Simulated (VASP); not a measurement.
# Si (Fd-3m) in VASP: further runs, part 2 of 2

VASP 6.6.1.

### 3 Band structure, HSE06

Contents of POSCAR:

```
Si                                      
1.0
    0.0000000000      2.7156083097      2.7156083097
    2.7156083097     -0.0000000000      2.7156083097
    2.7156083097      2.7156083097     -0.0000000000
  Si            
     2
Direct
     0.0000000000000000    0.0000000000000000    0.0000000000000000
     0.2500000000000000    0.2500000000000000    0.2500000000000000
```

Contents of INCAR.step1:

```
ALGO     = Normal         # electronic algorithm
EDIFF    = 1E-5           # SCF threshold, eV
ENCUT    = 520            # plane-wave cutoff, eV
GGA      = PE             # functional
ISIF     = 2              # what is computed and relaxed
ISMEAR   = 0              # smearing method
LASPH    = True           # aspherical terms in the spheres
LCHARG   = False          # write CHGCAR
LREAL    = False          # projectors in reciprocal space
LWAVE    = True           # write WAVECAR
NBANDS   = 11             # bands
NELM     = 80             # most SCF steps
PREC     = Accurate       # precision mode
SIGMA    = 0.02           # smearing width, eV
```

Contents of INCAR.step2:

```
ALGO     = Normal         # electronic algorithm
EDIFF    = 1E-6           # SCF threshold, eV
ENCUT    = 520            # plane-wave cutoff, eV
GGA      = PE             # functional
HFSCREEN = 0.2            # screening, 1/A
ISIF     = 2              # what is computed and relaxed
ISMEAR   = 0              # smearing method
ISTART   = 1            
LASPH    = True           # aspherical terms in the spheres
LCHARG   = False          # write CHGCAR
LHFCALC  = True           # exact exchange
LREAL    = False          # projectors in reciprocal space
LWAVE    = False          # write WAVECAR
NBANDS   = 11             # bands
NELM     = 80             # most SCF steps
PREC     = Accurate       # precision mode
PRECFOCK = Fast         
SIGMA    = 0.02           # smearing width, eV
```

Contents of KPOINTS:

```
k-points
0
Gamma
  6 6 6
```

Contents of KPOINTS_OPT:

```
path GXWKGLUWLK,UX
10
line-mode
reciprocal
 0.0000000000  0.0000000000  0.0000000000  G
 0.5000000000  0.0000000000  0.5000000000  X

 0.5000000000  0.0000000000  0.5000000000  X
 0.5000000000  0.2500000000  0.7500000000  W

 0.5000000000  0.2500000000  0.7500000000  W
 0.3750000000  0.3750000000  0.7500000000  K

 0.3750000000  0.3750000000  0.7500000000  K
 0.0000000000  0.0000000000  0.0000000000  G

 0.0000000000  0.0000000000  0.0000000000  G
 0.5000000000  0.5000000000  0.5000000000  L

 0.5000000000  0.5000000000  0.5000000000  L
 0.6250000000  0.2500000000  0.6250000000  U

 0.6250000000  0.2500000000  0.6250000000  U
 0.5000000000  0.2500000000  0.7500000000  W

 0.5000000000  0.2500000000  0.7500000000  W
 0.5000000000  0.5000000000  0.5000000000  L

 0.5000000000  0.5000000000  0.5000000000  L
 0.3750000000  0.3750000000  0.7500000000  K

 0.6250000000  0.2500000000  0.6250000000  U
 0.5000000000  0.0000000000  0.5000000000  X
```

Potentials or basis: VASP PAW PBE potentials, release 64 (Si).

On the command line:

```sh
> cat potpaw_PBE.64/Si/POTCAR > POTCAR
> cp INCAR.step1 INCAR
> mpirun -np 1 vasp_std > vasp.out
> cp INCAR.step2 INCAR
> mpirun -np 1 vasp_std > vasp.out
```

It took 14 min on 1 thread of AMD EPYC 9R45 (Zen 5), shared host; peak memory 0.3 GiB.

It converged, with:

| Item | Value |
| --- | --- |
| Free energy | -12.5677 eV |
| Pressure | 0.2 GPa |
| Band gap on the k mesh | 1.31 eV, indirect (least direct gap 3.34 eV) |
| Band gap along the path | 1.17 eV, indirect (least direct gap 3.34 eV) |

Levels at the corners of the path, in eV from the valence-band top:
```csv
point,band 1,band 2,band 3,band 4,band 5,band 6,band 7,band 8,band 9
Γ,-13.29,0.00,0.00,0.00,3.34,3.34,3.34,4.34,8.81
X,-8.67,-8.67,-3.14,-3.14,1.31,1.31,11.51,11.51,12.25
X,-8.67,-8.67,-3.14,-3.14,1.31,1.31,11.51,11.51,12.25
W,-8.49,-8.49,-4.20,-4.20,5.07,5.07,6.00,6.00,11.93
W,-8.49,-8.49,-4.20,-4.20,5.07,5.07,6.00,6.00,11.93
K,-9.14,-8.01,-4.70,-2.66,1.84,4.96,8.65,9.14,9.47
K,-9.14,-8.01,-4.70,-2.66,1.84,4.96,8.65,9.14,9.47
Γ,-13.29,0.00,0.00,0.00,3.34,3.34,3.34,4.34,8.81
Γ,-13.29,0.00,0.00,0.00,3.34,3.34,3.34,4.34,8.81
L,-10.70,-7.72,-1.31,-1.31,2.26,4.16,4.16,8.64,11.82
L,-10.70,-7.72,-1.31,-1.31,2.26,4.16,4.16,8.64,11.82
U,-9.14,-8.01,-4.70,-2.66,1.84,4.96,8.65,9.14,9.47
U,-9.14,-8.01,-4.70,-2.66,1.84,4.96,8.65,9.14,9.47
W,-8.49,-8.49,-4.20,-4.20,5.07,5.07,6.00,6.00,11.93
W,-8.49,-8.49,-4.20,-4.20,5.07,5.07,6.00,6.00,11.93
L,-10.70,-7.72,-1.31,-1.31,2.26,4.16,4.16,8.64,11.82
L,-10.70,-7.72,-1.31,-1.31,2.26,4.16,4.16,8.64,11.82
K,-9.14,-8.01,-4.70,-2.66,1.84,4.96,8.65,9.14,9.47
U,-9.14,-8.01,-4.70,-2.66,1.84,4.96,8.65,9.14,9.47
X,-8.67,-8.67,-3.14,-3.14,1.31,1.31,11.51,11.51,12.25
```

Caveat: the PAW data sets were made with another functional, which shifts forces and pressure a little; the mesh misses the band edges, which the band path finds closer together.

### 4 Band structure, PBE, non-collinear spin, zero start, spin-orbit coupling

Contents of INCAR:

```
ALGO     = Normal         # electronic algorithm
EDIFF    = 1E-6           # SCF threshold, eV
ENCUT    = 520            # plane-wave cutoff, eV
GGA      = PE             # functional
GGA_COMPAT= False        
ISIF     = 2              # what is computed and relaxed
ISMEAR   = 0              # smearing method
LASPH    = True           # aspherical terms in the spheres
LCHARG   = False          # write CHGCAR
LORBIT   = 11             # projections on sites
LREAL    = False          # projectors in reciprocal space
LSORBIT  = True           # spin-orbit coupling
LWAVE    = False          # write WAVECAR
MAGMOM   = 0 0 0 0 0 0    # initial moments
NBANDS   = 20             # bands
NELM     = 80             # most SCF steps
PREC     = Accurate       # precision mode
SIGMA    = 0.02           # smearing width, eV
```

Contents of KPOINTS:

```
k-points
0
Gamma
  10 10 10
```

POSCAR is that of step 3.

Changes to KPOINTS_OPT since step 3:

```diff
@@ -1,3 +1,3 @@
 path GXWKGLUWLK,UX
-10
+15
 line-mode
```

On the command line:

```sh
> cat potpaw_PBE.64/Si/POTCAR > POTCAR
> mpirun -np 1 vasp_ncl > vasp.out
```

Wall time 2.1 min (1 thread of AMD EPYC 9R45 (Zen 5), shared host); peak memory 0.26 GiB.

Results (log left out):

```yaml
Free_energy: -10.8446 eV
Pressure: 1.9 GPa
Net_moment: 0.00 μB per cell
Valence_electrons_inside_the_program's_atomic_spheres: Si 1.69
```

Moments on the atoms (μB; x, y, z):
```
Si  0.00 0.00 0.00
Si  0.00 0.00 0.00
```

### 5 Band structure, PBE

Contents of INCAR:

```
ALGO     = Normal         # electronic algorithm
EDIFF    = 1E-6           # SCF threshold, eV
ENCUT    = 520            # plane-wave cutoff, eV
GGA      = PE             # functional
ISIF     = 2              # what is computed and relaxed
ISMEAR   = 0              # smearing method
LASPH    = True           # aspherical terms in the spheres
LCHARG   = False          # write CHGCAR
LREAL    = False          # projectors in reciprocal space
LWAVE    = False          # write WAVECAR
NBANDS   = 11             # bands
NELM     = 80             # most SCF steps
PREC     = Accurate       # precision mode
SIGMA    = 0.02           # smearing width, eV
```

KPOINTS is that of step 4.

POSCAR is that of step 4.

KPOINTS_OPT is that of step 4.

On the command line:

```sh
> cat potpaw_PBE.64/Si/POTCAR > POTCAR
> mpirun -np 1 vasp_std > vasp.out
```

It took 28 s on 1 thread of AMD EPYC 9R45 (Zen 5), shared host; peak memory 0.14 GiB.

Results (log left out):

- Free energy: -10.8443 eV
- Pressure: 1.9 GPa
- Band gap on the k mesh: 0.58 eV, indirect (least direct gap 2.57 eV)
- Band gap along the path: 0.57 eV, indirect (least direct gap 2.57 eV)

Levels at the corners of the path, in eV from the valence-band top:
| point | band 2 | band 3 | band 4 | band 5 | band 6 | band 7 |
| --- | --- | --- | --- | --- | --- | --- |
| Γ | 0.00 | 0.00 | 0.00 | 2.57 | 2.57 | 2.57 |
| X | -7.81 | -2.85 | -2.85 | 0.71 | 0.71 | 10.11 |
| X | -7.81 | -2.85 | -2.85 | 0.71 | 0.71 | 10.11 |
| W | -7.65 | -3.85 | -3.85 | 4.27 | 4.27 | 5.00 |
| W | -7.65 | -3.85 | -3.85 | 4.27 | 4.27 | 5.00 |
| K | -7.22 | -4.30 | -2.42 | 1.21 | 4.13 | 7.47 |
| K | -7.22 | -4.30 | -2.42 | 1.21 | 4.13 | 7.47 |
| Γ | 0.00 | 0.00 | 0.00 | 2.57 | 2.57 | 2.57 |
| Γ | 0.00 | 0.00 | 0.00 | 2.57 | 2.57 | 2.57 |
| L | -6.96 | -1.20 | -1.20 | 1.54 | 3.34 | 3.34 |
| L | -6.96 | -1.20 | -1.20 | 1.54 | 3.34 | 3.34 |
| U | -7.22 | -4.30 | -2.42 | 1.21 | 4.13 | 7.47 |
| U | -7.22 | -4.30 | -2.42 | 1.21 | 4.13 | 7.47 |
| W | -7.65 | -3.85 | -3.85 | 4.27 | 4.27 | 5.00 |
| W | -7.65 | -3.85 | -3.85 | 4.27 | 4.27 | 5.00 |
| L | -6.96 | -1.20 | -1.20 | 1.54 | 3.34 | 3.34 |
| L | -6.96 | -1.20 | -1.20 | 1.54 | 3.34 | 3.34 |
| K | -7.22 | -4.30 | -2.42 | 1.21 | 4.13 | 7.47 |
| U | -7.22 | -4.30 | -2.42 | 1.21 | 4.13 | 7.47 |
| X | -7.81 | -2.85 | -2.85 | 0.71 | 0.71 | 10.11 |

### 6 Overview

```tsv
level	spin	k mesh	grid for exact exchange (PRECFOCK)	screening parameter	gap on the mesh (eV)	pressure (GPa)
r2SCAN+rVV10	off	10 × 10 × 10	-	-	0.75	0.0
HSE06	off	6 × 6 × 6	Fast	0.2 1/A	1.31	0.2
PBE	non-collinear, zero start, SOC	10 × 10 × 10	-	-	-	1.9
PBE	off	10 × 10 × 10	-	-	0.58	1.9
```

Alike in all rows: task band structure; potentials or basis VASP PAW PBE potentials, release 64 (Si); cell as given; cutoff (eV) 520; smearing gaussian 0.02 eV.

On the cell as given the gap runs from 0.57 eV (PBE) to 1.17 eV (HSE06); the meshes differ, which moves gaps too. The pressure there spans 0.0 GPa (r2SCAN+rVV10) to 1.9 GPa (PBE); a positive pressure means that this level wants a larger cell, a negative one a smaller.

Caveats: the PAW data sets were made with another functional, which shifts forces and pressure a little (some runs); the mesh misses the band edges, which the band path finds closer together (some runs).

Absolute energies hang on the potentials; compare differences alone.
